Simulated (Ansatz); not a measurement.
# Al2O3: the cost of one run

Computed with Ansatz 0.2.0 (DFT PBEsol, scalar-relativistic, plane waves, PAW, unless a step's input says otherwise).

## 1. The system as given

Symmetry: P-6m2, No. 187, hexagonal system. Conventional cell: a = 2.884 Å, b = 2.884 Å, c = 9.337 Å, α = 90.00°, β = 90.00°, γ = 120.00°. Al (site symmetry 3m) is surrounded by 6 O at 1.80 to 2.18 Å. O (site symmetry 3m) has 3 Al at 1.80 Å as nearest neighbours. O (site symmetry -6m2) has 6 Al at 2.18 Å as nearest neighbours.

As a file:

```xyz
5
Lattice="2.8843 0.0000 0.0000 -1.4422 2.4979 0.0000 0.0000 0.0000 9.3368" Properties=species:S:1:pos:R:3 pbc="T T T"
Al    0.0000    0.0000    1.4004
Al    0.0000    0.0000    7.9363
O     0.0000    1.6653    2.0757
O     1.4422    0.8326    0.0000
O     0.0000    1.6653    7.2610
```

It goes back to an entry of the Materials Project, which need not be the stable form.

No relaxation comes first: the listed cell is the starting point.

## 2. Zero of energy

The reference gives a free energy of -2738.2455 eV, pressure -2.93 GPa, largest force 0.125 eV/Å and gap on the mesh 4.75 eV. It was computed beforehand with the settings of the runs below.

## 3. The scan: a two-dimensional strain map

The cell is strained by p along both x and y and by q along z, with fractional coordinates fixed.

## 4. Point p = -0.030, q = -0.030

input.yaml

```yaml
crystal:
  lattice:
    - [2.7977951999, 0.0, 0.0]
    - [-1.3988976, 2.4229617176, 0.0]
    - [0.0, 0.0, 9.0566518262]
  atoms:
    - { symbol: Al, position: [0.0, 0.0, 0.14999233] }
    - { symbol: Al, position: [0.0, 0.0, 0.85000767] }
    - { symbol: O, position: [0.3333333333, 0.6666666667, 0.22231692] }
    - { symbol: O, position: [0.6666666667, 0.3333333333, 0.0] }
    - { symbol: O, position: [0.3333333333, 0.6666666667, 0.77768308] }
basis:
  ecutwfc: 420
kpoints:
  mp_grid: { grid: [9, 9, 4] }
hamiltonian:
  xc: pbesol
scf:
  occupations: { method: gaussian, width: 0.05 }
output:
  forces: true
  stress: true
  eigenvalues: true
```

What time and memory should one allow on 1 thread of an x86-64 CPU, shared host?

About 2.5 s, with a peak of 0.39 GiB.
